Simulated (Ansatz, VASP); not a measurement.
This is a calculation of HfB for Ansatz 0.2.0.

Contents of input.yaml:

```yaml
crystal:
  lattice:
    - [0.0, 2.31, 2.31]
    - [2.31, 0.0, 2.31]
    - [2.31, 2.31, 0.0]
  atoms:
    - { symbol: Hf, position: [0.5, 0.5, 0.5] }
    - { symbol: B, position: [0.0, 0.0, 0.0] }
hamiltonian:
  xc: pbe
  pseudopotentials: { kind: paw }
kpoints:
  mp_grid: { grid: [10, 10, 10] }
scf:
  occupations: { method: fermi_dirac, width: 0.05 }
output:
  forces: true
  stress: true
  eigenvalues: true
relax:
  f_tol: 0.01
  max_steps: 40
  cell: { stress_tol: 0.05 }
```

Potentials or basis: Ansatz PAW.

The run is started by

```bash
$ ansatz run input.yaml --threads 2 --pin off --max-ram 5632MiB --backend cpu --events-out ev --progress --plain --runs-dir out
```

**Question.** Translate it to VASP 6.6.1. Potentials there: VASP PAW PBE potentials, release 64 (Hf_pv, B).

**Answer.** As run (the cutoff follows the program's own potentials):

File INCAR:

```
ALGO = Normal ; EDIFF = 1E-7
EDIFFG = -0.005 ; ENCUT = 600
GGA = PE ; IBRION = 2
ISIF = 3 ; ISMEAR = -1
LASPH = T ; LCHARG = F
LREAL = F ; LWAVE = F
NELM = 80 ; NSW = 40
PREC = Accurate ; SIGMA = 0.05
```

KPOINTS

```
k-points
0
Gamma
  10 10 10
```

Contents of POSCAR:

```
HfB
1.0
    0.0000000000      2.3100000000      2.3100000000
    2.3100000000      0.0000000000      2.3100000000
    2.3100000000      2.3100000000      0.0000000000
Hf B
1 1
Direct
    0.5000000000      0.5000000000      0.5000000000
    0.0000000000      0.0000000000      0.0000000000
```

Potentials or basis: VASP PAW PBE potentials, release 64 (Hf_pv, B).

Launch:

```sh
$ cat potpaw_PBE.64/Hf_pv/POTCAR potpaw_PBE.64/B/POTCAR > POTCAR
$ mpirun -np 1 vasp_std > vasp.out
```

Both were run:

|  | VASP | Ansatz | Ansatz less VASP |
| --- | --- | --- | --- |
| gap on the k mesh at the Fermi level, each at its own relaxed structure (eV) | none | none | - |
| relaxed volume (Å³/atom) | 14.13 | 14.13 | -0.006 |
| relaxed cell length with the largest relative difference (Å) | 3.419 | 3.419 | -0.0005 |
| energy change over the relaxation (meV/atom) | -154 | -149 | +5.0 |

A gap of «none» marks a metal or a gap that the smearing closes. The two sets of potentials don't hold the same shells in valence.

Caveats: the plane-wave basis is chosen anew once the cell has moved, so the energies of steps on either side of that aren't comparable (Ansatz). The runs have no spin-orbit coupling, so splittings on Hf are missing. PBE usually gives volumes a little too large and moduli too small. Zero-point motion and thermal expansion aren't in these numbers.
